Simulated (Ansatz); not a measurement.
# Sensitivity of the G0W0 gap of InAs (F-43m)

A base run on InAs (F-43m), then changed inputs.

Calculated with Ansatz 0.2.0; G0W0 on r2SCAN, plane waves, PAW; PAW set soft_1.

The database entry behind the starting cell differs from later determinations by our own check (about 0.4 % short), so it need not match the best structure at ambient conditions.

### 1. The structure

It takes space group F-43m (No. 216, cubic). Conventional cell: a = 6.036 Å, b = 6.036 Å, c = 6.036 Å, α = 90.00°, β = 90.00°, γ = 90.00°. Nearest to In lie 4 As at 2.61 Å. Nearest to As lie 4 In at 2.61 Å. Farther neighbours are not listed.

The cell and positions come from the Crystallography Open Database and are kept as given unless a step says otherwise.

### 2. The base run: 4×4×4 mesh, 124 empty bands, screening to 100 eV, PAW set soft_1 files

G0W0 replaces the xc potential by the self-energy, built once from these orbitals. Only a window of levels is corrected, while the sums run over the empty bands that the input names. This step takes PAW set soft_1 files.

Input file input.yaml:

```yaml
crystal:
  lattice:
    - [0.0, 3.018, 3.018]
    - [3.018, 0.0, 3.018]
    - [3.018, 3.018, 0.0]
  atoms:
    - { symbol: In, position: [0.0, 0.0, 0.0] }
    - { symbol: As, position: [0.25, 0.25, 0.25] }
kpoints:
  mp_grid: { grid: [4, 4, 4] }
hamiltonian:
  xc: r2scan
  pseudopotentials: { kind: paw, azcp: { folder: soft_1 } }
scf:
  occupations: { method: fixed }
gw:
  n_empty_bands: 124
  ecut_chi: 100
  qp_bands: [v2, c2]
  qp_kpoints: band_edges
  screening: { model: contour_deformation }
```

Started as:

```
$ ansatz run input.yaml --threads 3 --pin off --max-ram 92160MiB --backend cuda --events-out ev --progress --plain --runs-dir out --devices 1 --max-vram 13GiB
```

Numbers of over 12 decimals in the logs are rounded to 6 here.

The program printed:

```text
GPUs: using 1 of 1 available (devices: 1).
Engine: ansatz 0.2.0, x86_64-unknown-linux-gnu
Pseudopotentials: kind: paw
Pseudopotential: In, paw, valence charge 13, recommended cutoff 500 eV (meta_gga), soft_1/In.paw.azcp
Pseudopotential: As, paw, valence charge 15, recommended cutoff 500 eV (meta_gga), soft_1/As.paw.azcp
Functional definition: r2SCAN
  parameter k0 = 0.174
  parameter k1 = 0.065
  parameter a1 = 4.9479
  exchange = r2scan_x(k0 = k0, k1 = k1, a1 = a1)
  correlation = r2scan_c
device memory: the entry about to start is reckoned to put 1.4 GiB on a device that reports 59.5 GiB free (of which the cap on the GPU budget leaves the run 13.0 GiB)
GPU FFT provider: cuFFT
GPU libraries: cuBLAS 13.8.2, cuFFT 12.4.0, cuSOLVER 12.3.4
Crystal: 2 atoms, lattice volume = 54.978 Å³
Basis set: ecut = 500 eV, 1411 PW (Γ), exchange–correlation on 128×128×128 points (64 copies of the dense FFT grid, shifted against one another)
Bands: 18, of which v1, the nominal top of the filled ones, is band 14 counted from 1 (13 counted from 0)
Symmetry: 24 space group operations
Space group: F-43m (ITA 216), of the structure as read, at distance tolerance 3.8e-5 Å
k-points: 8 of 64 (time reversal used)
Non-local potential: In, projectors of the file, l = 0: 2, l = 1: 2, l = 2: 2, l = 3: 1
Non-local potential: As, projectors of the file, l = 0: 2, l = 1: 2, l = 2: 3, l = 3: 1
PAW form: soft (Blöchl's): semilocal exchange-correlation on the pseudo side does not see the compensation charge
PAW frozen core: In, regenerated for the run's functional (the file was generated under x = pbe(κ = 0.804, μ = 0.219515), c = pbe(β = 0.066725))
PAW frozen core: As, regenerated for the run's functional (the file was generated under x = pbe(κ = 0.804, μ = 0.219515), c = pbe(β = 0.066725))
PAW one-centre angular grid: In, 590 points (default); XC on 160 Gauss nodes
PAW one-centre angular grid: As, 590 points (default); XC on 160 Gauss nodes
Initial density: superposition of atomic densities (chi_scale 0.1, normalization cell, long waves kept (reshape's long-wave potential 0.00 eV rms))
Initial wavefunctions: pseudopotential atomic-orbital guess
GPU buffer pool allocated for 32768 grid points (all kernels)
GPU transforms: local potential: pruned to the plane-wave sphere, on 30×32×32; band sums: pruned to the plane-wave sphere, on 32×32×32
Functional: x = r2scan, c = r2scan; τ floored in thin density (d = 2e-4 eV/Å³)
iter 1 solved again at ethr=1.93e-3 eV; its pass at ethr=3.10e-3 eV (dr2=5.40e-1 eV) is discarded
SCF iter   1: F=—  HF=-10477.102046 eV  |F-HF|=—  |Δ(HF+E_count)|=         —  Δρ=3.41e-2  dr2=5.41e-1  dr2_τ=1.33e-2  ethr=1.93e-3  ⟨swp⟩=1.0  Hψ=865  notcnv=0  defer=1
[...]
E_paw        = -6261.359808  (= ΣΔE_a)
  E_vpaw       = -412.534622  (= ΣTr[D̂ρ^β])
  E_aug_tail   = -0.000058  (compensation charges beyond the density's cutoff)
  E_vtau       = 10.606481  (kinetic-family band-sum trace: ∫τ·v_τ [+ j·A + Jᵃ·Aᵃ] dr)
  E_ewald      = -2527.799418
  E_core_change = -0.491845  (= ΣΔE_core)
  E_smearing   = -0.000000  (= −TS)
  E_closure    = -0.000000  (closes the sum)
  Σ components = -10477.107576   (vs F -10477.107576, Δ=0.00e0)
--- Band table (eV; the first three rows and the last of 8) ---
  k-point 0: bands = [... 10 lower, -4.7703, 7.5571, 7.5571, 7.5571, 7.8228, 11.8155, 11.8155, 11.8155]
  k-point 1: bands = [... 10 lower, -4.1294, 3.8322, 6.9663, 6.9663, 9.1739, 12.5524, 12.5524, 13.1542]
  k-point 2: bands = [... 10 lower, -3.2090, 1.6370, 6.5300, 6.5300, 8.8763, 12.5889, 12.5889, 14.8279]
  k-point 7: bands = [... 10 lower, -2.5791, 1.7381, 4.4916, 4.5876, 12.1300, 12.1723, 13.0504, 14.0500]
--- G₀W₀: contour deformation, 8 samples at zero and on the imaginary axis and 2 off it, 64 q-points, 124 empty bands' worth ---
  eigenvalues of the whole cell's RPA ε∞ on this k-mesh (on a slab, of 1 + 4πα/V) = 606.3658, 606.3658, 606.3658; static W/v taken at q = 0 is 0.001649
  bands read: the sum over 138 bands ends inside a degenerate multiplet in 2 slots, whose members it reads at an even weight; the widest, k=1: bands 138 to 139 (counted from 1) at 1/2 each
  gw.qp_kpoints: band_edges: 5 of 8 stored k-points solved, in 1 pass; an edge of the gap read off the rows below is read off those points alone
    valence top: of the k-points left out ik 5 came nearest to being solved in a further pass, in band 14 (counted from 1, as in the quasiparticle table): it holds the edge there only if its correction is more favourable than any solved in that band by at least 1.082 eV; those differ by 0.110 eV
    conduction bottom: of the k-points left out ik 4 came nearest to being solved in a further pass, in band 15 (counted from 1, as in the quasiparticle table): it holds the edge there only if its correction is more favourable than any solved in that band by at least 2.046 eV; those differ by 0.271 eV
    ik  band        ε_KS         Σx   Σc(E_QP)       V_xc       Z   E_QP_lin       E_QP  E_QP is
     0    13      7.5571   -16.8734     1.3588   -15.3760  0.7587     7.4179     7.4184  root
     0    14      7.5571   -16.8734     1.3588   -15.3760  0.7587     7.4179     7.4184  root
     0    15      7.8228   -10.6532    -3.7364   -14.5023  0.7753     7.9359     7.9355  root
     0    16     11.8155    -7.3250    -4.2091   -11.5413  0.7609    11.8227    11.8227  root
     1    13      6.9663   -16.3700     1.4873   -14.7087  0.7552     6.7915     6.7924  root
     1    14      6.9663   -16.3700     1.4873   -14.7087  0.7552     6.7915     6.7924  root
     1    15      9.1739    -9.2138    -3.8440   -13.1335  0.7725     9.2497     9.2495  root
     1    16     12.5524    -7.3626    -4.3867   -11.7590  0.7565    12.5620    12.5620  root
[...]
6    13      5.1384   -15.4171     2.0809   -13.0879  0.7328     4.8876     4.8901  root
     6    14      5.1384   -15.4171     2.0809   -13.0879  0.7328     4.8876     4.8901  root
     6    15      9.3504    -6.3392    -3.6875    -9.8686  0.7819     9.1929     9.1923  root
     6    16      9.8953    -7.8771    -3.8663   -11.7409  0.7739     9.8928     9.8928  root
[key lines of the parts left out:]
SCF converged after 7 iterations
Free energy (F): -10477.107576 eV
Fermi energy:    7.557064 eV
```

It took 8.3 s on 1 × NVIDIA H100 80GB HBM3 (shared by 6 runs) with 3 threads of AMD EPYC 7R13 (Zen 3), shared host; peak memory 1.2 GiB.

Reading the cycles: dr2 is the Hartree energy of the density residual (eV), the measure of convergence; HF is the Harris–Foulkes estimate of the energy, which meets the free energy F at convergence.

Numbers from this step:

| Quantity | Value |
| --- | --- |
| bands summed | 138 |
| RPA ε∞ on this mesh (eigenvalues) | 606.4, 606.4, 606.4 |
| plane waves in the screening matrix | 137 |
| q-points in the mesh | 64 |
| G0W0 gap on the mesh | 0.5171 eV |
| k of the valence top | 0, 0, 0 |
| k of the conduction bottom | 0, 0, 0 |
| starting gap on the mesh | 0.2657 eV |
| Z at the valence top | 0.7587 |
| Z at the conduction bottom | 0.7753 |
| least direct G0W0 gap on the computed points | 0.5171 eV |

The gap on the mesh goes from 0.27 eV to 0.52 eV, a correction of +0.25 eV. Between the two edge states, bare exchange in place of the xc potential would open the gap by 5.35 eV, and correlation takes back 5.10 eV.

### 3. Variant: potentials

Other atomic data (hard PAW) test the pseudisation: the cutoff goes from 500 to 870 eV and the valence electrons from 28 to 36, which opens shells that were frozen.

This step: G0W0 on r2SCAN, plane waves, PAW.

input.yaml, as its differences from that of step 2:

```diff
@@ -12,3 +12,3 @@
   xc: r2scan
-  pseudopotentials: { kind: paw, azcp: { folder: soft_1 } }
+  pseudopotentials: { kind: paw, source: ansatz }
 scf:
```

The program printed:

```text
GPUs: using 1 of 1 available (devices: 1).
[...]
GPU FFT provider: cuFFT
GPU libraries: cuBLAS 13.8.2, cuFFT 12.4.0, cuSOLVER 12.3.4
Crystal: 2 atoms, lattice volume = 54.978 Å³
Basis set: ecut = 870 eV, 3143 PW (Γ), exchange–correlation on 180×180×180 points (64 copies of the dense FFT grid, shifted against one another)
Bands: 22, of which v1, the nominal top of the filled ones, is band 18 counted from 1 (17 counted from 0)
[... 1 set-up line as in the run before ...]
[...]
k-points: 8 of 64 (time reversal used)
[...]
GPU buffer pool allocated for 91125 grid points (all kernels)
GPU transforms: local potential and band sums: pruned to the plane-wave sphere, on 45×45×45
[...]
SCF iter   7: F=-13846.146229 eV  HF=-13846.146229 eV  |F-HF|=3.09e-10  |Δ(HF+E_count)|=   8.34e-7  Δρ=9.14e-6  dr2=2.19e-8  dr2_τ=4.82e-9  ethr=2.78e-10  ⟨swp⟩=4.1  Hψ=740  notcnv=0
SCF 1 converged in 7 iterations: F = -13846.146229 eV  dr2 = 2.19e-8
[...]
NSCF: frozen V_eff on 8 k-points
[...]
G₀W₀ screening: q 1/8
[... further progress lines ...]
[...]
SCF converged after 7 iterations
Free energy (F): -13846.146229 eV
[...]
Internal energy: -13846.146229 eV  (E = F + TS)
E sigma→0 (E₀):  -13846.146229 eV
Fermi energy:    8.629148 eV
[...]
--- Band table (eV; the first three rows and the last of 8) ---
  k-point 0: bands = [... 14 lower, -3.6961, 8.6291, 8.6291, 8.6291, 8.8991, 12.8886, 12.8886, 12.8886]
  k-point 1: bands = [... 14 lower, -3.0565, 4.9056, 8.0388, 8.0388, 10.2485, 13.6251, 13.6251, 14.2279]
  k-point 2: bands = [... 14 lower, -2.1374, 2.7107, 7.6028, 7.6028, 9.9503, 13.6608, 13.6608, 15.8999]
  k-point 7: bands = [... 14 lower, -1.5078, 2.8125, 5.5637, 5.6606, 13.2015, 13.2465, 14.1229, 15.1212]
[...]
0    17      8.6291   -16.8573     1.3672   -15.3561  0.7584     8.4947     8.4952  root
     0    18      8.6291   -16.8573     1.3672   -15.3561  0.7584     8.4947     8.4952  root
     0    19      8.8991   -10.6636    -3.7425   -14.5249  0.7750     9.0184     9.0180  root
     0    20     12.8886    -7.3303    -4.2167   -11.5478  0.7609    12.8894    12.8894  root
     1    17      8.0388   -16.3590     1.4915   -14.6945  0.7550     7.8648     7.8657  root
     1    18      8.0388   -16.3590     1.4915   -14.6945  0.7550     7.8648     7.8657  root
     1    19     10.2485    -9.2215    -3.8486   -13.1474  0.7722    10.3259    10.3256  root
     1    20     13.6251    -7.3640    -4.3912   -11.7609  0.7566    13.6308    13.6308  root
[...]
6    17      6.2114   -15.4162     2.0771   -13.0841  0.7327     5.9539     5.9565  root
     6    18      6.2114   -15.4162     2.0771   -13.0841  0.7327     5.9539     5.9565  root
     6    19     10.4217    -6.3423    -3.6837    -9.8760  0.7817    10.2724    10.2718  root
     6    20     10.9672    -7.8767    -3.8591   -11.7416  0.7736    10.9729    10.9729  root
```

Wall time 11 s (1 × NVIDIA H100 80GB HBM3 (shared by 6 runs) with 3 threads); peak memory 1.4 GiB.

The G0W0 gap on the mesh is 0.523 eV.

Against the base:

| setting | base | variant |
| --- | --- | --- |
| files | PAW set soft_1 | hard PAW |

| quantity | variant | base |
| --- | --- | --- |
| starting gap on the mesh | 0.270 | 0.266 |
| G0W0 gap on the mesh | 0.523 | 0.517 |
| least direct G0W0 gap on the computed points | 0.523 | 0.517 |
| Z at the valence top | 0.758 | 0.759 |
| Z at the conduction bottom | 0.775 | 0.775 |

### 4. Variant: frequency model

A plasmon pole stands in for the full frequency dependence of the screening; this run shows what that costs in accuracy.

This step: G0W0 on r2SCAN, plane waves, PAW; PAW set soft_1.

input.yaml, the sections that differ from step 3:

```yaml
hamiltonian:
  xc: r2scan
  pseudopotentials: { kind: paw, azcp: { folder: soft_1 } }
gw:
  n_empty_bands: 124
  ecut_chi: 100
  qp_bands: [v2, c2]
  qp_kpoints: band_edges
  screening: { model: godby_needs }
# crystal, kpoints, scf: as in step 3
```

The program printed:

```text
GPUs: using 1 of 1 available (devices: 1).
[...]
GPU FFT provider: cuFFT
GPU libraries: cuBLAS 13.8.2, cuFFT 12.4.0, cuSOLVER 12.3.4
Crystal: 2 atoms, lattice volume = 54.978 Å³
Basis set: ecut = 500 eV, 1411 PW (Γ), exchange–correlation on 128×128×128 points (64 copies of the dense FFT grid, shifted against one another)
Bands: 18, of which v1, the nominal top of the filled ones, is band 14 counted from 1 (13 counted from 0)
[... 1 set-up line as in the run before ...]
[...]
k-points: 8 of 64 (time reversal used)
[...]
GPU buffer pool allocated for 32768 grid points (all kernels)
[...]
SCF iter   7: F=-10477.107576 eV  HF=-10477.107576 eV  |F-HF|=5.66e-9  |Δ(HF+E_count)|=   4.50e-7  Δρ=3.68e-6  dr2=9.77e-9  dr2_τ=1.65e-10  ethr=3.57e-10  ⟨swp⟩=3.8  Hψ=596  notcnv=0
SCF 1 converged in 7 iterations: F = -10477.107576 eV  dr2 = 9.77e-9
[...]
G₀W₀ screening: q 1/8
[... further progress lines ...]
[...]
SCF converged after 7 iterations
Free energy (F): -10477.107576 eV
[...]
Internal energy: -10477.107576 eV  (E = F + TS)
E sigma→0 (E₀):  -10477.107576 eV
Fermi energy:    7.557064 eV
[...]
--- Band table (eV; the first three rows and the last of 8) ---
  k-point 0: bands = [... 10 lower, -4.7703, 7.5571, 7.5571, 7.5571, 7.8228, 11.8155, 11.8155, 11.8155]
  k-point 1: bands = [... 10 lower, -4.1294, 3.8322, 6.9663, 6.9663, 9.1739, 12.5524, 12.5524, 13.1542]
  k-point 2: bands = [... 10 lower, -3.2090, 1.6370, 6.5300, 6.5300, 8.8763, 12.5889, 12.5889, 14.8279]
  k-point 7: bands = [... 10 lower, -2.5791, 1.7381, 4.4916, 4.5876, 12.1300, 12.1723, 13.0504, 14.0500]
--- G₀W₀: ω_p = 26.4998 eV, 64 q-points, 124 empty bands' worth ---
[...]
GN-PPA: 416760/987139 pairs with Re ω̃² < 0 across q-mesh
[...]
0    13      7.5571   -16.8734     1.3572   -15.3760  0.7947     7.4168     7.4169  root
     0    14      7.5571   -16.8734     1.3572   -15.3760  0.7947     7.4168     7.4169  root
     0    15      7.8228   -10.6532    -3.6841   -14.5023  0.8063     7.9879     7.9877  root
     0    16     11.8155    -7.3250    -4.2103   -11.5413  0.8045    11.8215    11.8215  root
     1    13      6.9663   -16.3700     1.4757   -14.7087  0.7937     6.7806     6.7808  root
     1    14      6.9663   -16.3700     1.4757   -14.7087  0.7937     6.7806     6.7808  root
     1    15      9.1739    -9.2138    -3.8148   -13.1335  0.8062     9.2789     9.2788  root
     1    16     12.5524    -7.3626    -4.3773   -11.7590  0.8013    12.5714    12.5714  root
[...]
6    13      5.1384   -15.4171     2.0206   -13.0879  0.7864     4.8291     4.8297  root
     6    14      5.1384   -15.4171     2.0206   -13.0879  0.7864     4.8291     4.8297  root
     6    15      9.3504    -6.3392    -3.7409    -9.8686  0.8161     9.1392     9.1388  root
     6    16      9.8953    -7.8771    -3.8527   -11.7409  0.8083     9.9064     9.9064  root
```

The job ended after 8.5 s (1 × NVIDIA H100 80GB HBM3 (shared by 6 runs) with 3 threads; peak memory 1.2 GiB; 10 s of CPU time).

The G0W0 gap on the mesh is 0.571 eV.

Against the base:

| setting | base | variant |
| --- | --- | --- |
| frequency model | contour deformation | plasmon pole |

| quantity | variant | base |
| --- | --- | --- |
| starting gap on the mesh | 0.266 | 0.266 |
| G0W0 gap on the mesh | 0.571 | 0.517 |
| least direct G0W0 gap on the computed points | 0.571 | 0.517 |
| Z at the valence top | 0.795 | 0.759 |
| Z at the conduction bottom | 0.806 | 0.775 |

### 5. Results

| Quantity | Value |
| --- | --- |
| base | 0.52 eV, 8.3 s |
| potentials | 0.52 eV, 11 s |
| frequency model | 0.57 eV, 8.5 s |

In words: Potentials: the gap moves by +0.01 eV (the plane-wave cutoff goes from 500 to 870 eV). Frequency model: the gap moves by +0.05 eV. All runs here use a coarse mesh and modest cutoffs; they test settings and are not final values. The 4×4×4 mesh is coarse for this cell (its supercell is 17 Å along the shortest edge). The RPA ε∞ on it, from the r2SCAN start, is 606.37; such meshes misread the long-range screening, most where the gap is narrow. On this mesh the RPA ε∞ passes 90, more than nearly any semiconductor shows; a coarse mesh does this where one point with a narrow direct gap carries much weight. The screening is then too strong, and the G0W0 gap should not be taken as the material's. The many-body steps are scalar-relativistic: spin-orbit coupling is not in them.

[Paths, hosts, dates, memory and timing lines, banners, echoed tables and standing remarks are left out of the program output.]

[Logs are printed without paths, hosts, clocks, repeated set-up lines and the standing remarks that a program may print on its own settings, such as how far it seeks lower states.]

[Runs of the session that timed out or met a known fault of the program may be left out.]

[Cells called generated may have been cut or substituted from an entry of the Crystallography Open Database or the Materials Project.]

[Hosts, paths, dates, database ids (printed as entryN), source tags and the programs' standing remarks are cut or masked in the printed files.]
